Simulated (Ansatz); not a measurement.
# CuO (Tenorite) (C2/c) in Ansatz: further runs

Aim: see how the results for CuO (Tenorite) move with the level of theory and the settings. Levels: revPBE+D3(BJ), PBE. Tasks: relaxation of cell and atoms, single point.

Everything below comes from runs of Ansatz 0.2.0. Logs are shortened: lines on timing, memory, paths and dates and some standing lists are left out, and cuts for length are marked.

### 1 The structure

Symmetry: C2/c, No. 15, monoclinic system. The conventional cell has a = 4.684 Å, b = 3.423 Å, c = 5.129 Å, α = 90.00°, β = 99.54°, γ = 90.00°. Cu (site symmetry -1) has 4 O at 1.95 to 1.96 Å as nearest neighbours. Around O (site symmetry 2) lie 4 Cu at 1.95 to 1.96 Å.

### 2 Relaxation of cell and atoms, revPBE+D3(BJ)

input.yaml reads:

```yaml
crystal:
  lattice:
    - [2.34185, -1.7113, 0.0]
    - [2.34185, 1.7113, 0.0]
    - [-0.8500274268, 0.0, 5.0578693947]
  atoms:
    - { symbol: Cu, position: [0.5, 0.0, 0.5] }
    - { symbol: Cu, position: [0.0, 0.5, 0.0] }
    - { symbol: O, position: [0.4184, 0.5816, 0.75] }
    - { symbol: O, position: [0.5816, 0.4184, 0.25] }
hamiltonian:
  xc: revpbe
  pseudopotentials: { kind: paw }
  dispersion: d3bj
kpoints:
  mp_grid: { grid: [10, 10, 5] }
scf:
  occupations: { method: fermi_dirac, width: 0.05 }
output:
  forces: true
  stress: true
  write_density: true
  write_potential: true
  elf: true
  volumetric_format: npy
relax:
  f_tol: 0.01
  max_steps: 40
  cell: { stress_tol: 0.05 }
```

Potentials or basis: Ansatz PAW.

Run with:

```bash
$ ansatz run input.yaml --threads 2 --pin off --max-ram 5120MiB --backend cpu --events-out ev --progress --plain --runs-dir out
```

The log of the run:

```text
Warning: RAYON_NUM_THREADS=2 ignored (pool sized by the plan → 2); use --threads N
Engine: ansatz 0.2.0, aarch64-unknown-linux-gnu
Pseudopotentials: kind: paw
Pseudopotential: Cu, paw, valence charge 19, recommended cutoff 420 eV (normal), Cu.paw.azcp
Pseudopotential: O, paw, valence charge 6, recommended cutoff 420 eV (normal), O.paw.azcp
Functional definition: revPBE
  parameter kappa = 1.245
  parameter beta = 0.06672455060314922
  exchange = pbe_x(kappa = kappa, mu = beta*pi^2/3)
  correlation = pbe_c(beta = beta)
Crystal: 4 atoms, lattice volume = 40.540 Å³
Basis set: ecut = 420 eV, 787 PW (Γ), exchange–correlation on 40×40×72 points (8 copies of the dense FFT grid, shifted against one another)
Bands: 30, of which v1, the nominal top of the filled ones, is band 25 counted from 1 (24 counted from 0)
Symmetry: 4 space group operations
Space group: C2/c (ITA 15), of the structure as read, at distance tolerance 3.4e-5 Å
k-points: 141 of 500
Non-local potential: Cu, projectors of the file, l = 0: 3, l = 1: 2, l = 2: 3, l = 3: 1
Non-local potential: O, projectors of the file, l = 0: 2, l = 1: 2, l = 2: 1
PAW form: soft (Blöchl's): semilocal exchange-correlation on the pseudo side does not see the compensation charge
PAW frozen core: Cu, regenerated for the run's functional, and the local potential with it (the file was generated under x = pbe(κ = 0.804, μ = 0.2195149727645171), c = pbe(β = 0.06672455060314922))
PAW frozen core: O, regenerated for the run's functional, and the local potential with it (the file was generated under x = pbe(κ = 0.804, μ = 0.2195149727645171), c = pbe(β = 0.06672455060314922))
PAW one-centre angular grid: Cu, 590 points (default); XC on 64 Gauss nodes
PAW one-centre angular grid: O, 110 points (default); XC on 64 Gauss nodes
Initial density: superposition of atomic densities (neutral atoms: chi_scale 0, normalization atom), corrected by the library's trained network
Initial wavefunctions: pseudopotential atomic-orbital guess
Functional: x = revpbe(κ = 1.245, μ = 0.2195149727645171), c = pbe(β = 0.06672455060314922)
SCF iter   1: F=—  HF=-14394.442280 eV  |F-HF|=—  |Δ(HF+E_count)|=         —  Δρ=7.43e-3  dr2=9.37e-3  ethr=1.77e-3  ⟨swp⟩=5.8  Hψ=14770  notcnv=0
preconditioner: auto → Kerker (q_TF=auto, 2.825 Å⁻¹)  [metal: Δε(μ)=0.009 eV  Ē_g=11.333 eV  σ=0.050 eV  W_gap=0.05  n_scr=20 (ndim 8)  ℏωp=34.0 eV  f_vac=0.000  D(μ)=2.37/eV (n_scr^D=26)]
SCF iter   2: F=—  HF=-14394.440364 eV  |F-HF|=—  |Δ(HF+E_count)|=   1.92e-3  Δρ=2.66e-3  dr2=1.37e-3  ethr=1.87e-5  ⟨swp⟩=2.0  Hψ=8043  notcnv=0
SCF iter   3: F=—  HF=-14394.440168 eV  |F-HF|=—  |Δ(HF+E_count)|=   1.96e-4  Δρ=1.33e-3  dr2=5.18e-4  ethr=2.73e-6  ⟨swp⟩=2.0  Hψ=6422  notcnv=0
SCF iter   4: F=—  HF=-14394.440084 eV  |F-HF|=—  |Δ(HF+E_count)|=   8.42e-5  Δρ=3.58e-4  dr2=6.05e-5  ethr=1.04e-6  ⟨swp⟩=2.4  Hψ=6669  notcnv=0
SCF iter   5: F=—  HF=-14394.440106 eV  |F-HF|=—  |Δ(HF+E_count)|=   2.20e-5  Δρ=1.28e-4  dr2=5.40e-6  ethr=1.21e-7  ⟨swp⟩=2.5  Hψ=6779  notcnv=0
SCF iter   6: F=—  HF=-14394.440109 eV  |F-HF|=—  |Δ(HF+E_count)|=   2.38e-6  Δρ=2.51e-5  dr2=2.10e-7  ethr=1.08e-8  ⟨swp⟩=2.0  Hψ=6335  notcnv=0
SCF iter   7: F=-14394.440109 eV  HF=-14394.440109 eV  |F-HF|=2.13e-8  |Δ(HF+E_count)|=   2.79e-7  Δρ=1.36e-5  dr2=6.80e-8  ethr=2.00e-10  ⟨swp⟩=7.2  Hψ=25332  notcnv=0
SCF 1 converged in 7 iterations: F = -14394.440109 eV  dr2 = 6.80e-8
relax step   1: F+E_penalty+E_count = -14394.44010883 eV  Δ(F+E_penalty+E_count) = +0.000e0 eV  max|allowed force component| = 2.142e-1 eV/Å  Δτ_max = 0.0000 Å  P = +0.895 GPa  Ω = 40.540 Å³  (7 SCF iters, dr2 threshold 1.00e-7 eV, accepted)
Crystal: 4 atoms, lattice volume = 40.920 Å³
Basis set: ecut = 420 eV, 799 PW (Γ), exchange–correlation on 40×40×72 points (8 copies of the dense FFT grid, shifted against one another)
Initial density: handed on by an earlier stage of this run
Initial wavefunctions: those handed on with the density
iter 1 solved again at ethr=9.23e-7 eV; its pass at ethr=3.10e-3 eV (dr2=4.61e-4 eV) is discarded
SCF iter   1: F=—  HF=-14394.448406 eV  |F-HF|=—  |Δ(HF+E_count)|=         —  Δρ=2.04e-3  dr2=4.84e-4  ethr=9.23e-7  ⟨swp⟩=2.3  Hψ=22430  notcnv=0
preconditioner: auto → Kerker (q_TF=auto, 2.821 Å⁻¹)  [metal: Δε(μ)=0.006 eV  Ē_g=11.264 eV  σ=0.050 eV  W_gap=0.03  n_scr=20 (ndim 8)  ℏωp=33.8 eV  f_vac=0.001  D(μ)=2.40/eV (n_scr^D=26)]
SCF iter   2: F=—  HF=-14394.448389 eV  |F-HF|=—  |Δ(HF+E_count)|=   1.75e-5  Δρ=1.05e-3  dr2=1.36e-4  ethr=9.23e-7  ⟨swp⟩=1.0  Hψ=4230  notcnv=0
SCF iter   3: F=—  HF=-14394.448454 eV  |F-HF|=—  |Δ(HF+E_count)|=   6.53e-5  Δρ=1.79e-4  dr2=1.04e-5  ethr=2.72e-7  ⟨swp⟩=2.5  Hψ=6654  notcnv=0
SCF iter   4: F=—  HF=-14394.448456 eV  |F-HF|=—  |Δ(HF+E_count)|=   1.64e-6  Δρ=1.25e-4  dr2=3.85e-6  ethr=2.09e-8  ⟨swp⟩=2.3  Hψ=6837  notcnv=0
[... 222 lines left out ...]
SCF iter   7: F=—  HF=-14394.513144 eV  |F-HF|=—  |Δ(HF+E_count)|=  8.00e-11  Δρ=5.01e-7  dr2=7.76e-11  ethr=2.07e-12  ⟨swp⟩=1.4  Hψ=5002  notcnv=0
SCF iter   8: F=-14394.513144 eV  HF=-14394.513144 eV  |F-HF|=5.46e-12  |Δ(HF+E_count)|=  5.46e-12  Δρ=4.62e-8  dr2=5.97e-13  ethr=1.00e-12  ⟨swp⟩=5.0  Hψ=18019  notcnv=0
SCF 20 converged in 8 iterations: F = -14394.513144 eV  dr2 = 5.97e-13
relax step  20: F+E_penalty+E_count = -14394.51314443 eV  Δ(F+E_penalty+E_count) = -8.896e-4 eV  max|allowed force component| = 3.381e-3 eV/Å  Δτ_max = 0.0000 Å  P = +0.009 GPa  Ω = 43.457 Å³  stress off target by 1.33e-1 GPa  SCF on the basis re-selected at this cell (its energy is not comparable with the rows above)  (8 SCF iters)
basis re-selected at this cell: Δ(F+E_penalty+E_count) = -8.896e-4 eV, ΔP = +0.018 GPa vs the last step (what re-selecting the basis moved, of the pressure what is left beyond the Pulay correction that the steps carried, after the strain that the cell walked since its last selection, with what the two solves' SCF thresholds leave and, on support functions, any second-order correction that the steps lacked; it is no measure of the basis error at this ecutwfc). This SCF's stress stands 1.33e-1 GPa from its target on what of the cell is left free (relax.cell.stress_tol is 5.00e-2 GPa) and its largest allowed force component is 3.38e-3 eV/Å (relax.f_tol is 1.00e-2 eV/Å): not within both, so this SCF does not close the relaxation
Crystal: 4 atoms, lattice volume = 43.463 Å³
Basis set: ecut = 420 eV, 833 PW (Γ), exchange–correlation on 40×40×72 points (8 copies of the dense FFT grid, shifted against one another)
iter 1 solved again at ethr=1.43e-7 eV; its pass at ethr=3.10e-3 eV (dr2=7.13e-5 eV) is discarded
SCF iter   1: F=—  HF=-14394.513521 eV  |F-HF|=—  |Δ(HF+E_count)|=         —  Δρ=8.26e-4  dr2=7.36e-5  ethr=1.43e-7  ⟨swp⟩=2.0  Hψ=22694  notcnv=0
[... 35 lines left out ...]
SCF iter   2: F=—  HF=-14394.513499 eV  |F-HF|=—  |Δ(HF+E_count)|=   1.75e-4  Δρ=8.20e-5  dr2=1.23e-6  ethr=6.01e-8  ⟨swp⟩=2.0  Hψ=6306  notcnv=0
SCF iter   3: F=—  HF=-14394.513503 eV  |F-HF|=—  |Δ(HF+E_count)|=   4.35e-6  Δρ=3.00e-5  dr2=1.67e-7  ethr=2.46e-9  ⟨swp⟩=2.0  Hψ=6634  notcnv=0
SCF iter   4: F=—  HF=-14394.513503 eV  |F-HF|=—  |Δ(HF+E_count)|=   4.61e-8  Δρ=1.25e-5  dr2=3.36e-8  ethr=3.34e-10  ⟨swp⟩=2.0  Hψ=6516  notcnv=0
SCF iter   5: F=-14394.513503 eV  HF=-14394.513503 eV  |F-HF|=4.91e-11  |Δ(HF+E_count)|=   1.13e-8  Δρ=1.67e-6  dr2=7.58e-10  ethr=1.68e-11  ⟨swp⟩=6.9  Hψ=23560  notcnv=0
SCF 24 converged in 5 iterations: F = -14394.513503 eV  dr2 = 7.58e-10
relax step  24: F+E_penalty+E_count = -14394.51350340 eV  Δ(F+E_penalty+E_count) = -4.719e-5 eV  max|allowed force component| = 3.285e-4 eV/Å  Δτ_max = 0.0031 Å  P = +0.000 GPa  Ω = 43.479 Å³  energy of the carried Pulay correction = -1.341e-5 eV  (5 SCF iters, dr2 threshold 8.42e-9 eV, accepted)
iter 1 solved again at ethr=7.39e-8 eV; its pass at ethr=3.10e-3 eV (dr2=3.70e-5 eV) is discarded
SCF iter   1: F=—  HF=-14394.513494 eV  |F-HF|=—  |Δ(HF+E_count)|=         —  Δρ=2.05e-4  dr2=4.27e-7  ethr=7.39e-8  ⟨swp⟩=3.0  Hψ=26161  notcnv=0
SCF iter   2: F=—  HF=-14394.513559 eV  |F-HF|=—  |Δ(HF+E_count)|=   6.47e-5  Δρ=1.14e-5  dr2=3.20e-8  ethr=8.54e-10  ⟨swp⟩=2.0  Hψ=6848  notcnv=0
SCF iter   3: F=—  HF=-14394.513559 eV  |F-HF|=—  |Δ(HF+E_count)|=   8.55e-9  Δρ=1.42e-5  dr2=4.46e-8  ethr=6.41e-11  ⟨swp⟩=2.0  Hψ=7774  notcnv=0
SCF iter   4: F=—  HF=-14394.513559 eV  |F-HF|=—  |Δ(HF+E_count)|=   1.59e-8  Δρ=1.46e-6  dr2=5.56e-10  ethr=6.41e-11  ⟨swp⟩=2.0  Hψ=7484  notcnv=0
SCF iter   5: F=—  HF=-14394.513559 eV  |F-HF|=—  |Δ(HF+E_count)|=  1.16e-10  Δρ=4.54e-7  dr2=5.51e-11  ethr=1.11e-12  ⟨swp⟩=2.0  Hψ=5410  notcnv=0
SCF iter   6: F=-14394.513559 eV  HF=-14394.513559 eV  |F-HF|=5.46e-12  |Δ(HF+E_count)|=  7.28e-12  Δρ=1.17e-7  dr2=3.97e-12  ethr=1.00e-12  ⟨swp⟩=5.0  Hψ=18086  notcnv=0
SCF 25 converged in 6 iterations: F = -14394.513559 eV  dr2 = 3.97e-12
relax step  25: F+E_penalty+E_count = -14394.51355859 eV  Δ(F+E_penalty+E_count) = -5.519e-5 eV  max|allowed force component| = 2.364e-4 eV/Å  Δτ_max = 0.0000 Å  P = +0.001 GPa  Ω = 43.479 Å³  stress off target by 2.77e-2 GPa  SCF on the basis re-selected at this cell (its energy is not comparable with the rows above)  (6 SCF iters)
basis re-selected at this cell: Δ(F+E_penalty+E_count) = -5.519e-5 eV, ΔP = +0.001 GPa vs the last step (what re-selecting the basis moved, of the pressure what is left beyond the Pulay correction that the steps carried, after the strain that the cell walked since its last selection, with what the two solves' SCF thresholds leave and, on support functions, any second-order correction that the steps lacked; it is no measure of the basis error at this ecutwfc). This SCF's stress stands 2.77e-2 GPa from its target on what of the cell is left free (relax.cell.stress_tol is 5.00e-2 GPa) and its largest allowed force component is 2.36e-4 eV/Å (relax.f_tol is 1.00e-2 eV/Å): within both
SCF converged after 6 iterations
Free energy (F): -14394.513559 eV
Harris-Foulkes:  -14394.513559 eV  (|F-HF|=5.46e-12)
Internal energy: -14394.492417 eV  (E = F + TS)
E sigma→0 (E₀):  -14394.502988 eV
Entropy (-TS):   -0.021141 eV (-5.285 meV/atom)
Fermi energy:    11.331711 eV
--- Per-component energies (eV) ---
  E_band       = -908.024153
  E_kinetic    = 942.972221
  E_local      = -10081.681540  (includes V_loc(G=0)·N_el)
  E_nonlocal   = 874.591872
  E_hartree    = 4368.452571
  E_xc         = -324.524415
  E_vxc        = -415.882392  (∫ρ·V_xc dr)
  E_paw        = -3647.070634  (= ΣΔE_a)
  E_vpaw       = -964.935243  (= ΣTr[D̂ρ^β])
  E_aug_tail   = 0.005578  (compensation charges beyond the density's cutoff)
  E_ewald      = -6525.068539
  E_disp       = -2.078678  (pairwise vdW)
  E_core_change = -0.090853  (= ΣΔE_core)
  E_smearing   = -0.021141  (= −TS)
  E_closure    = -0.000000  (closes the sum)
  Σ components = -14394.513559   (vs F -14394.513559, Δ=0.00e0)
--- Forces (eV/Å), atoms counted from 1 ---
  atom   1  Cu     0.00000000    -0.00000000     0.00000000
  atom   2  Cu     0.00000000     0.00000000    -0.00000000
  atom   3  O      0.00000000    -0.00023638    -0.00000000
  atom   4  O      0.00000000     0.00023638     0.00000000
  max |Σ_I F_I| component: 1.26e-29 eV/Å
--- Stress (GPa, compression-positive) ---
       -0.025160      -0.000000       0.000110
       -0.000000       0.027653      -0.000000
        0.000110      -0.000000       0.001409
  P = ⅓ Tr σ = 0.0013 GPa (0.013 kbar)
--- Band table (eV; the first three rows and the last of 141) ---
  k-point 0: bands = ["-101.5340", "-101.5337", "-58.9723", "-58.9723", "-58.9373", "-58.9314", "-58.6395", "-58.6394", "-8.7003", "-7.4036", "3.0455", "5.8183", "5.8326", "7.5251", "7.8453", "7.8473", "7.9581", "8.2537", "8.6525", "8.9016", "8.9072", "8.9362", "9.0214", "9.3409", "12.0043", "12.0218", "12.8032", "17.5142", "18.6769", "24.8913"]
  k-point 1: bands = ["-101.5340", "-101.5337", "-58.9723", "-58.9723", "-58.9368", "-58.9320", "-58.6395", "-58.6394", "-8.5959", "-7.5528", "3.4307", "5.8360", "5.8479", "7.2936", "7.6507", "7.6510", "7.7061", "7.9562", "8.8324", "8.9443", "9.0132", "9.2123", "9.2193", "9.2520", "11.8387", "11.8545", "13.3170", "16.5791", "19.9334", "25.0101"]
  k-point 2: bands = ["-101.5339", "-101.5338", "-58.9723", "-58.9723", "-58.9353", "-58.9335", "-58.6395", "-58.6395", "-8.3070", "-7.9121", "4.4708", "5.8689", "5.8737", "5.8953", "7.4271", "7.4273", "7.7990", "7.9182", "8.9276", "8.9656", "8.9918", "9.0659", "9.6851", "9.6899", "11.5116", "11.5195", "14.3439", "15.4391", "21.9066", "23.9803"]
  k-point 140: bands = ["-101.5325", "-101.5325", "-58.9854", "-58.9846", "-58.9320", "-58.9319", "-58.6499", "-58.6494", "-7.3733", "-7.2402", "5.1185", "5.1485", "5.6954", "5.7528", "5.7815", "5.8294", "8.2614", "8.5154", "8.9786", "8.9792", "9.2854", "9.2876", "9.9631", "9.9648", "10.4805", "11.3065", "14.7340", "16.0399", "21.8949", "21.9729"]
--- Relaxed structure (19 steps of the walk, 19 accepted, 6 SCFs on fresh bases) ---
  F+E_penalty+E_count = -14394.51355859 eV   max|allowed force component| = 2.364e-4 eV/Å   (the final SCF, on the basis selected at the relaxed cell)
  cell:  # Å, volume = 43.4785 Å³
    - [2.052211021415655, -2.043613357018161, 0.15823936158317697]
    - [2.052211021415655, 2.043613357018161, 0.15823936158317697]
    - [-0.4031349701288003, 2.09966528185876e-17, 5.1524299125098185]
  atoms:
    - { symbol: Cu, position: [0.49999999999999994, -6.938893903907228e-18, 0.5] }
    - { symbol: Cu, position: [1.8431436932253575e-17, 0.49999999999999994, 1.734723475976807e-18] }
    - { symbol: O, position: [0.4996615098188346, 0.5003384901811655, 0.7499999999999999] }
    - { symbol: O, position: [0.5003384901811653, 0.4996615098188345, 0.24999999999999997] }
```

Run time: 100 s. Hardware: 2 threads of Arm Neoverse V2, shared host; peak memory 0.43 GiB.

What came out:

- Free energy: -14394.5136 eV
- Relaxed volume: 10.87 Å³/atom
- Relaxed cell: a = 2.901 Å, b = 2.901 Å, c = 5.168 Å, α = 90.05°, β = 90.05°, γ = 89.59°
- Space group after relaxing (to 0.05 Å): P4_2/mmc (No. 131)
- Energy gained by relaxing: 18.4 meV/atom
- Ionic steps: 25
- Pressure after relaxing: 0.0 GPa
- Band gap on the k mesh: none (metal or under the smearing width)

Step by step:
| step | energy change (eV) | largest force (eV/Å) | volume (Å³) |
| --- | --- | --- | --- |
| 1 | 0.0000 | 0.2142 | 40.54 |
| 2 | -0.0083 | 0.1898 | 40.92 |
| 3 | -0.0239 | 0.0894 | 41.61 |
| 4 | -0.0263 | 0.0162 | 42.10 |
| 5 | -0.0297 | 0.0012 | 42.10 |
| 6 | -0.0295 | 0.0005 | 42.20 |
| 7 | -0.0295 | 0.0002 | 42.21 |
| 8 | -0.0476 | 0.0014 | 42.21 |
| 9 | -0.0540 | 0.0035 | 42.72 |
| 10 | -0.0546 | 0.0202 | 43.19 |
| 11 | -0.0556 | 0.0018 | 43.04 |
| 12 | -0.0555 | 0.0002 | 43.07 |
| 13 | -0.0651 | 0.0007 | 43.07 |
| 14 | -0.0679 | 0.0034 | 43.28 |
| 15 | -0.0681 | 0.0010 | 43.36 |
| 16 | -0.0681 | 0.0002 | 43.37 |
| 17 | -0.0713 | 0.0009 | 43.37 |
| 18 | -0.0722 | 0.0044 | 43.45 |
| 19 | -0.0721 | 0.0030 | 43.46 |
| 20 | -0.0730 | 0.0034 | 43.46 |
| 21 | -0.0733 | 0.0018 | 43.46 |
| 22 | -0.0732 | 0.0015 | 43.47 |
| 23 | -0.0733 | 0.0014 | 43.47 |
| 24 | -0.0734 | 0.0003 | 43.48 |
| 25 | -0.0735 | 0.0002 | 43.48 |

Final structure:
```xyz
4
Lattice="2.0522 -2.0436 0.1582 2.0522 2.0436 0.1582 -0.4031 0.0000 5.1524" Properties=species:S:1:pos:R:3 pbc="T T T"
Cu    0.8245   -1.0218    2.6553
Cu    1.0261    1.0218    0.0791
O     1.7499    0.0014    4.0226
O     1.9514   -0.0014    1.4463
```

Caveat: the plane-wave basis is chosen anew once the cell has moved, so the energies of steps on either side of that aren't comparable; the pressure holds a Pulay correction of +0.6 GPa for the finite cutoff; the run has no spin polarisation, though such a crystal can be magnetic; semilocal functionals often make such compounds metallic where correlation or magnetic order opens a gap, which also shifts bond lengths; pairwise dispersion overbinds metals, which lowers pressure and volume; the PAW data sets come from PBE, with cores solved anew for the run's functional, which leaves a small shift of forces and pressure.

### 3 Single point, PBE

Changes to input.yaml since step 2:

```diff
@@ -11,7 +11,6 @@
 hamiltonian:
-  xc: revpbe
+  xc: pbe
   pseudopotentials: { kind: paw }
-  dispersion: d3bj
 kpoints:
-  mp_grid: { grid: [10, 10, 5] }
+  mp_grid: { grid: [7, 7, 4] }
 scf:
@@ -21,9 +20,2 @@
   stress: true
-  write_density: true
-  write_potential: true
-  elf: true
-  volumetric_format: npy
-relax:
-  f_tol: 0.01
-  max_steps: 40
-  cell: { stress_tol: 0.05 }
+  eigenvalues: true
```

Potentials or basis: Ansatz PAW.

Run with:

```bash
$ ansatz run input.yaml --threads 2 --pin off --max-ram 5120MiB --backend cpu --events-out ev --progress --plain --runs-dir out
```

Wall time 1.9 s (2 threads of Arm Neoverse V2, shared host); peak memory 0.34 GiB.

It converged, with:

```
Free energy            : -14382.3608 eV
Pressure               : 5.8 GPa
Largest force          : 0.283 eV/Å
Band gap on the k mesh : none (metal or under the smearing width)
```

Forces in eV/Å, atoms in the order of the input:
```
Cu   0.000  0.000  0.000
Cu   0.000  0.000  0.000
O    0.000 -0.283  0.000
O    0.000  0.283  0.000
```

Stress tensor (GPa, compression positive):
```
 5.48  0.00 -1.10
 0.00  6.96  0.00
-1.10  0.00  4.81
```

Levels at points of the mesh, in eV from the Fermi level:
```
            k point  band 23  band 24  band 25  band 26  band 27  band 28
 (0.00, 0.00, 0.00)    -2.17    -1.67     0.20     0.93     1.68     5.99
(0.00, 0.00, -0.50)    -1.53    -1.53     0.23     0.23     3.89     3.89
```

Caveat: the pressure holds a Pulay correction of +0.7 GPa for the finite cutoff; the run has no spin polarisation, though such a crystal can be magnetic; semilocal functionals often make such compounds metallic where correlation or magnetic order opens a gap, which also shifts bond lengths.
